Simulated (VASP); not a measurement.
# TePb (I4mm) in VASP: further runs

One crystal, TePb, is run at these levels: PBEsol; tasks: single point.

Program: VASP 6.6.1. These are calculated values, not measurements. Logs are shortened: lines on timing, memory, paths and dates and some standing lists are left out, and cuts for length are marked.

### 1 Starting point

Symmetry: I4mm, No. 107, tetragonal system. The conventional cell has a = 4.569 Å, b = 4.569 Å, c = 6.462 Å, α = 90.00°, β = 90.00°, γ = 90.00°. Around Pb (site symmetry 4mm) lie 6 Te at 3.22 to 3.24 Å. Around Te (site symmetry 4mm) lie 6 Pb at 3.22 to 3.24 Å.

### 2 Single point, PBEsol

INCAR

```
SYSTEM = TePb
ALGO     = Fast           ! electronic algorithm
EDIFF    = 1E-6           ! SCF threshold, eV
ENCUT    = 520            ! plane-wave cutoff, eV
GGA      = PS             ! functional
ISIF     = 2              ! what is computed and relaxed
ISMEAR   = 0              ! smearing method
LASPH    = .TRUE.         ! aspherical terms in the spheres
LCHARG   = .FALSE.        ! write CHGCAR
LREAL    = .FALSE.        ! projectors in reciprocal space
LWAVE    = .FALSE.        ! write WAVECAR
NBANDS   = 17             ! bands
NELM     = 100            ! most SCF steps
PREC     = Accurate       ! precision mode
SIGMA    = 0.1            ! smearing width, eV
```

KPOINTS

```
k-points
0
G
  9 9 9
  0 0 0
```

POSCAR

```
TePb
1.0
    0.0000000000      3.2310000000      3.2310000000
    3.2310000000      0.0000000000      3.2310000000
    3.2310000000      3.2310000000      0.0000000000
Pb Te
1 1
Direct
    0.0000000000      0.0000000000      0.0000000000
    0.5015475085      0.5015475085      0.4984524915
```

Potentials or basis: VASP PAW PBE potentials, release 64 (Pb_d, Te).

On the command line:

```sh
$ cat potpaw_PBE.64/Pb_d/POTCAR potpaw_PBE.64/Te/POTCAR > POTCAR
$ mpirun -np 1 vasp_std > vasp.out
```

OUTCAR:

```text
SYSTEM = TePb
   EDIFF = 1E-6
   ENCUT = 520
   GGA = PS
   ISIF = 2
   ISMEAR = 0
   LASPH = .TRUE.
   LREAL = .FALSE.
   NELM = 100
   PREC = Accurate

 ion  position               nearest neighbor table
   1  0.000  0.000  0.000-   2 3.22   2 3.23   2 3.23   2 3.23   2 3.23   2 3.24
   2  0.502  0.502  0.498-   1 3.22   1 3.23   1 3.23   1 3.23   1 3.23   1 3.24

  LATTYP: Found a face centered cubic cell.
 ALAT       =     6.4620000000

  Lattice vectors:

 A1 = (   0.0000000000,   3.2310000000,   3.2310000000)
 A2 = (   3.2310000000,   0.0000000000,   3.2310000000)
 A3 = (   3.2310000000,   3.2310000000,   0.0000000000)

Analysis of symmetry for initial positions (statically):
=====================================================================
 Subroutine PRICEL returns:
 Original cell was already a primitive cell.

 Routine SETGRP: Setting up the symmetry group for a
 face centered cubic supercell.

 Subroutine GETGRP returns: Found  8 space group operations
 (whereof  8 operations were pure point group operations)
 out of a pool of 48 trial point group operations.

The static configuration has the point symmetry C_4v.

Analysis of symmetry for dynamics (positions and initial velocities):
=====================================================================
 Subroutine PRICEL returns:
 Original cell was already a primitive cell.

 Routine SETGRP: Setting up the symmetry group for a
 face centered cubic supercell.

 Subroutine GETGRP returns: Found  8 space group operations
 (whereof  8 operations were pure point group operations)
 out of a pool of 48 trial point group operations.

The dynamic configuration has the point symmetry C_4v.

 Subroutine INISYM returns: Found  8 space group operations
 (whereof  8 operations are pure point group operations),
 and found     1 'primitive' translations

----------------------------------------------------------------------------------------

                                     Primitive cell

  volume of cell :      67.4592

  direct lattice vectors                    reciprocal lattice vectors
     0.000000000  3.231000000  3.231000000    -0.154750851  0.154750851  0.154750851
     3.231000000  0.000000000  3.231000000     0.154750851 -0.154750851  0.154750851
     3.231000000  3.231000000  0.000000000     0.154750851  0.154750851 -0.154750851

  length of vectors
     4.569324020  4.569324020  4.569324020     0.268036337  0.268036337  0.268036337

  position of ions in fractional coordinates (direct lattice)
[... 80 lines left out ...]
   LREAL  =      F    real-space projection
   EDIFFG = 0.1E-04   stopping-criterion for IOM
   NSW    =      0    number of steps for IOM
   IBRION =     -1    ionic relax: 0-MD 1-quasi-New 2-CG
   NFREE  =      0    steps in history (QN), initial steepest desc. (CG)
   ISIF   =      2    stress and relaxation
   ISYM   =      2    0-nonsym 1-usesym 2-fastsym
   POTIM  = 0.5000    time-step for ionic-motion
   TEBEG  =    0.0;   TEEND  =   0.0 temperature during run
   PSTRESS=    0.0 pullay stress
   NELECT =      20.0000    total number of electrons
   NUPDOWN=      -1.0000    fix difference up-down
   EMIN   =  10.00;   EMAX   =-10.00  energy-range for DOS
   EFERMI =   0.00;   METHOD = LEGACY
   ISMEAR =     0;   SIGMA  =   0.10  broadening in eV -4-tet -1-fermi 0-gaus
   EFERMI_NEDOS =   21; number of points for ismear=-14 and -15
   IALGO  =     68    algorithm
   IMIX   =      4    mixing-type and parameters
     AMIX     =   0.40;   BMIX     =  1.00
     AMIX_MAG =   1.60;   BMIX_MAG =  1.00
  volume/ion in A,a.u.               =      33.73       227.62
  Fermi-wavevector in a.u.,A,eV,Ry     =   1.091619  2.062861 16.213147  1.191633
  Thomas-Fermi vector in A             =   2.227868
   LORBIT       =      0    0 simple, 1 ext, 2 COOP (PROOUT), +10 PAW based schemes
   GGA     = PS    functional components
   LHFCALC =     F    Hartree Fock is set to
   AEXX    =    0.0000 exact exchange contribution
   IVDW    =     0    specifies the selected vdW correction
   LEPSILON=     F    determine dielectric tensor
   LRPA    =     F    only Hartree local field effects (RPA)
 non-spin polarized calculation
 RMM-DIIS sequential band-by-band and
 Gauss-broadening in eV      SIGMA  =   0.10
  energy-cutoff  :      520.00
  volume of cell :       67.46
 maximum number of plane-waves:      1853
 NGX is ok and might be reduce to    36
   NGX = 17   NGY = 17   NGZ = 17

 number of electron      20.0000002 magnetization

 Free energy of the ion-electron system (eV)
  ---------------------------------------------------
  ext. energy  EPLUGINS =         0.00000000
  ---------------------------------------------------
  free energy    TOTEN  =        -8.25893849 eV

  energy without entropy =       -8.25893849  energy(sigma->0) =       -8.25893849

 E-fermi :   5.8273     XC(G=0):  -9.4704

 val. band max:        5.3868280355   @ k =   0.4444   0.0000   0.0000
 cond. band min:       6.2405231682   @ k =   0.4444   0.0000   0.0000
 fundamental gap:      0.8536951327
 Fermi energy:         5.8273282161

 k-point     1 :       0.0000    0.0000    0.0000
  band No.  band energies     occupation
      1     -11.1675      2.00000
      2     -11.1675      2.00000
      3     -11.1567      2.00000
      4     -11.1566      2.00000
      5     -11.1566      2.00000
      6      -6.5741      2.00000
[... 457 lines left out ...]
      4     -11.1421      2.00000
      5     -11.1406      2.00000
      6      -5.6844      2.00000
[... 9 lines left out ...]
     16      14.2784      0.00000
     17      14.8878      0.00000

 [... further k-points ...]

------------------------ aborting loop because EDIFF is reached ----------------------------------------

  FORCE on cell =-STRESS in cart. coord.  units (eV):
  Direction    XX          YY          ZZ          XY          YZ          ZX
  --------------------------------------------------------------------------------------
  -------------------------------------------------------------------------------------
  Total       -0.1807800     -0.1807800     -0.1791943      0.0000000     -0.0000000      0.0000000
  in kB       -4.2935847     -4.2935847     -4.2559238      0.0000000     -0.0000000      0.0000000
  external PRESSURE =      -4.2810311 kB  Pullay stress =       0.0000000 kB

 VOLUME and BASIS-vectors are now :
 -----------------------------------------------------------------------------
  energy-cutoff  :      520.00
  volume of cell :       67.46
      direct lattice vectors                 reciprocal lattice vectors
     0.000000000  3.231000000  3.231000000    -0.154750851  0.154750851  0.154750851
     3.231000000  0.000000000  3.231000000     0.154750851 -0.154750851  0.154750851
     3.231000000  3.231000000  0.000000000     0.154750851  0.154750851 -0.154750851

 POSITION                                       TOTAL-FORCE (eV/Angst)
 -----------------------------------------------------------------------------------
      0.00000      0.00000      0.00000         0.000000      0.000000      0.004619
      3.23100      3.23100      3.24100         0.000000      0.000000     -0.004619
 -----------------------------------------------------------------------------------
    total drift:                                0.000000      0.000000     -0.000032

  FREE ENERGIE OF THE ION-ELECTRON SYSTEM (eV)
  ---------------------------------------------------
  free  energy   TOTEN  =        -8.2589384941 eV

  energy  without entropy=       -8.2589384941  energy(sigma->0) =       -8.25893849
```

OSZICAR:

```text
N       E                     dE             d eps       ncg     rms          rms(c)
DAV:   1     0.150498905407E+03    0.15050E+03   -0.92030E+03  2558   0.113E+03
DAV:   2     0.211602850259E+01   -0.14838E+03   -0.14398E+03  2669   0.294E+02
DAV:   3    -0.809954574239E+01   -0.10216E+02   -0.10119E+02  3467   0.837E+01
DAV:   4    -0.836881161025E+01   -0.26927E+00   -0.26912E+00  3199   0.151E+01
DAV:   5    -0.837918749294E+01   -0.10376E-01   -0.10375E-01  3648   0.267E+00    0.333E+00
RMM:   6    -0.826466809417E+01    0.11452E+00   -0.11555E-01  2911   0.243E+00    0.205E+00
RMM:   7    -0.825931527148E+01    0.53528E-02   -0.63063E-02  3163   0.130E+00    0.816E-01
RMM:   8    -0.825890551746E+01    0.40975E-03   -0.72921E-03  3269   0.132E+00    0.750E-02
RMM:   9    -0.825892477203E+01   -0.19255E-04   -0.25288E-03  3452   0.431E-01    0.591E-02
RMM:  10    -0.825893207064E+01   -0.72986E-05   -0.56920E-04  3860   0.248E-01    0.368E-02
RMM:  11    -0.825893777136E+01   -0.57007E-05   -0.97512E-05  3942   0.840E-02    0.133E-02
RMM:  12    -0.825893814397E+01   -0.37261E-06   -0.13273E-05  3551   0.404E-02    0.216E-03
RMM:  13    -0.825893849410E+01   -0.35013E-06   -0.43841E-06  2478   0.190E-02
   1 F= -.82589385E+01 E0= -.82589385E+01  d E =-.261432E-10
```

It took 78 s on 1 thread of Intel Xeon Platinum 8259CL at 2.50GHz (Skylake/Cascade Lake), shared host; peak memory 0.26 GiB.

Results:

```
Free energy            : -8.2589 eV
Pressure               : -0.4 GPa
Largest force          : 0.005 eV/Å
Band gap on the k mesh : 0.85 eV, direct
```

Forces in eV/Å, atoms in the order of the input:
```
Pb   0.000  0.000  0.005
Te   0.000  0.000 -0.005
```

Levels at points of the mesh, in eV from the valence-band top:
| k point | band 8 | band 9 | band 10 | band 11 | band 12 | band 13 |
| --- | --- | --- | --- | --- | --- | --- |
| (0.00, 0.00, 0.00) | -1.26 | -1.26 | -1.26 | 4.13 | 4.13 | 4.13 |

Caveat: the PAW data sets were made with another functional, which shifts forces and pressure a little; spin-orbit coupling is left out, which as a rule narrows the gap of such compounds by several tenths of an eV; an odd mesh through Γ misses points on the zone boundary, where band edges often lie.

### 3 Single point, PBEsol

INCAR

```
PREC = Accurate ; ENCUT = 520
EDIFF = 1E-6 ; ISMEAR = 0
SIGMA = 0.1 ; LREAL = False
LASPH = True ; NELM = 100
ALGO = Fast ; ISIF = 2
LWAVE = False ; LCHARG = True
GGA = PS ; LELF = True
LVHAR = True ; NBANDS = 17
```

KPOINTS

```
regular mesh
0
Gamma
  9 9 9
```

Changes to POSCAR since step 2:

```diff
@@ -9,2 +9,2 @@
     0.0000000000      0.0000000000      0.0000000000
-    0.5015475085      0.5015475085      0.4984524915
+    0.5000000000      0.5000000000      0.5000000000
```

Potentials or basis: VASP PAW PBE potentials, release 64 (Pb_d, Te).

On the command line:

```sh
$ cat potpaw_PBE.64/Pb_d/POTCAR potpaw_PBE.64/Te/POTCAR > POTCAR
$ mpirun -np 1 vasp_std > vasp.out
```

OUTCAR:

```text
PREC = Accurate
   ENCUT = 520
   EDIFF = 1E-6
   ISMEAR = 0
   LREAL = False
   LASPH = True
   NELM = 100
   ISIF = 2
   GGA = PS

 ion  position               nearest neighbor table
   1  0.000  0.000  0.000-   2 3.23   2 3.23   2 3.23   2 3.23   2 3.23   2 3.23
   2  0.500  0.500  0.500-   1 3.23   1 3.23   1 3.23   1 3.23   1 3.23   1 3.23

  LATTYP: Found a face centered cubic cell.
 ALAT       =     6.4620000000

  Lattice vectors:

 A1 = (   0.0000000000,   3.2310000000,   3.2310000000)
 A2 = (   3.2310000000,   0.0000000000,   3.2310000000)
 A3 = (   3.2310000000,   3.2310000000,   0.0000000000)

Analysis of symmetry for initial positions (statically):
=====================================================================
 Subroutine PRICEL returns:
 Original cell was already a primitive cell.

 Routine SETGRP: Setting up the symmetry group for a
 face centered cubic supercell.

 Subroutine GETGRP returns: Found 48 space group operations
 (whereof 48 operations were pure point group operations)
 out of a pool of 48 trial point group operations.

The static configuration has the point symmetry O_h .

Analysis of symmetry for dynamics (positions and initial velocities):
=====================================================================
 Subroutine PRICEL returns:
 Original cell was already a primitive cell.

 Routine SETGRP: Setting up the symmetry group for a
 face centered cubic supercell.

 Subroutine GETGRP returns: Found 48 space group operations
 (whereof 48 operations were pure point group operations)
 out of a pool of 48 trial point group operations.

The dynamic configuration has the point symmetry O_h .

 Subroutine INISYM returns: Found 48 space group operations
 (whereof 48 operations are pure point group operations),
 and found     1 'primitive' translations

----------------------------------------------------------------------------------------

[... 112 lines left out ...]
     AMIX_MAG =   1.60;   BMIX_MAG =  1.00
  volume/ion in A,a.u.               =      33.73       227.62
  Fermi-wavevector in a.u.,A,eV,Ry     =   1.091619  2.062861 16.213147  1.191633
  Thomas-Fermi vector in A             =   2.227868
   LORBIT       =      0    0 simple, 1 ext, 2 COOP (PROOUT), +10 PAW based schemes
   GGA     = PS    functional components
   LHFCALC =     F    Hartree Fock is set to
   AEXX    =    0.0000 exact exchange contribution
   IVDW    =     0    specifies the selected vdW correction
   LEPSILON=     F    determine dielectric tensor
   LRPA    =     F    only Hartree local field effects (RPA)
 non-spin polarized calculation
 RMM-DIIS sequential band-by-band and
 Gauss-broadening in eV      SIGMA  =   0.10
  energy-cutoff  :      520.00
  volume of cell :       67.46
 maximum number of plane-waves:      1853
 NGX is ok and might be reduce to    36
   NGX = 17   NGY = 17   NGZ = 17

 number of electron      20.0000003 magnetization

 Free energy of the ion-electron system (eV)
  ---------------------------------------------------
  ext. energy  EPLUGINS =         0.00000000
  ---------------------------------------------------
  free energy    TOTEN  =        -8.25896177 eV

  energy without entropy =       -8.25896177  energy(sigma->0) =       -8.25896177

 E-fermi :   5.8124     XC(G=0):  -9.4704

 val. band max:        5.3869797626   @ k =   0.4444   0.0000   0.0000
 cond. band min:       6.2402217983   @ k =   0.4444   0.0000   0.0000
 fundamental gap:      0.8532420357
 Fermi energy:         5.8123548248

 k-point     1 :       0.0000    0.0000    0.0000
  band No.  band energies     occupation
      1     -11.1674      2.00000
      2     -11.1674      2.00000
      3     -11.1566      2.00000
      4     -11.1566      2.00000
      5     -11.1566      2.00000
      6      -6.5741      2.00000
[... 457 lines left out ...]
      4     -11.1308      2.00000
      5     -11.1308      2.00000
      6      -4.9578      2.00000
[... 9 lines left out ...]
     16      15.6466      0.00000
     17      16.9157      0.00000

 [... further k-points ...]

------------------------ aborting loop because EDIFF is reached ----------------------------------------

  FORCE on cell =-STRESS in cart. coord.  units (eV):
  Direction    XX          YY          ZZ          XY          YZ          ZX
  --------------------------------------------------------------------------------------
  -------------------------------------------------------------------------------------
  Total       -0.1802684     -0.1802684     -0.1802684     -0.0000000      0.0000000      0.0000000
  in kB       -4.2814342     -4.2814342     -4.2814342     -0.0000000      0.0000000      0.0000000
  external PRESSURE =      -4.2814342 kB  Pullay stress =       0.0000000 kB

 VOLUME and BASIS-vectors are now :
 -----------------------------------------------------------------------------
  energy-cutoff  :      520.00
  volume of cell :       67.46
      direct lattice vectors                 reciprocal lattice vectors
     0.000000000  3.231000000  3.231000000    -0.154750851  0.154750851  0.154750851
     3.231000000  0.000000000  3.231000000     0.154750851 -0.154750851  0.154750851
     3.231000000  3.231000000  0.000000000     0.154750851  0.154750851 -0.154750851

 POSITION                                       TOTAL-FORCE (eV/Angst)
 -----------------------------------------------------------------------------------
      0.00000      0.00000      0.00000         0.000000     -0.000000     -0.000000
      3.23100      3.23100      3.23100        -0.000000      0.000000      0.000000
 -----------------------------------------------------------------------------------
    total drift:                               -0.000000      0.000000      0.000000

  FREE ENERGIE OF THE ION-ELECTRON SYSTEM (eV)
  ---------------------------------------------------
  free  energy   TOTEN  =        -8.2589617684 eV

  energy  without entropy=       -8.2589617684  energy(sigma->0) =       -8.25896177
```

stdout:

```text
POSCAR found type information on POSCAR PbTe
 POSCAR found :  2 types and       2 ions
 scaLAPACK will be used
 -----------------------------------------------------------------------------
|                                                                             |
|                                                                             |
|     You enforced a specific xc type in the INCAR file but a different       |
|     I HOPE YOU KNOW WHAT YOU ARE DOING!                                     |
|                                                                             |
 -----------------------------------------------------------------------------

 LDA part: xc-table for (Slater+PW92), standard interpolation
 POSCAR, INCAR and KPOINTS ok, starting setup
 FFT: planning ... GRIDC
 FFT: planning ... GRID_SOFT
 FFT: planning ... GRID
 WAVECAR not read
 entering main loop
```

Wall time 40 s (1 thread of Intel Xeon Platinum 8259CL at 2.50GHz (Skylake/Cascade Lake), shared host); peak memory 0.22 GiB.

Results:

| Quantity | Value |
| --- | --- |
| Free energy | -8.2590 eV |
| Pressure | -0.4 GPa |

Caveat: this odd mesh misses L, where the gap lies, so gap, dielectric constants and Born charges aren't listed; the PAW data sets were made with another functional, which shifts forces and pressure a little. The run has no spin-orbit coupling, so splittings on Pb, Te are missing.
